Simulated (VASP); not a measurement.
MoS2, 3 atoms in the cell. Symmetry: P-3m1, No. 164, trigonal system. Conventional cell: a = 3.564 Å, b = 3.564 Å, c = 5.749 Å, α = 90.00°, β = 90.00°, γ = 120.00°. Mo (site symmetry -3m) has 6 S at 2.52 Å as nearest neighbours. Around S (site symmetry 3m) lie 3 Mo at 2.52 Å. Measurements of this composition are mostly on another form, of space group No. 194.

- Program: VASP 6.6.1
- Task: single point
- Functional: PBE
- Potentials or basis: VASP PAW PBE potentials, release 64 (Mo_sv, S)
- Cutoff: 520 eV
- k mesh: 6 × 6 × 4
- Occupations: gaussian, width 0.05 eV
- Spin: collinear spin, random start
- Starting moments: [-0.4, 0.0, 0.0] μB
- Hubbard terms: Mo d U = 6 eV
- Further INCAR settings: ALGO = Fast; EDIFF = 1e-06; NBANDS = 24

Potentials or basis: VASP PAW PBE potentials, release 64 (Mo_sv, S).

Run with:

```console
$ cat potpaw_PBE.64/Mo_sv/POTCAR potpaw_PBE.64/S/POTCAR > POTCAR
$ mpirun -np 1 vasp_std > vasp.out
```

Hardware: 1 thread of Intel(R) Xeon(R) 6975P-C (Granite Rapids) (shared host).

Problem. How long does it take, and how much memory?

Solution. It took 65 s on 1 thread of Intel(R) Xeon(R) 6975P-C (Granite Rapids) (shared host), peak memory 0.24 GiB. Counts: scf iterations 25, k points 24.
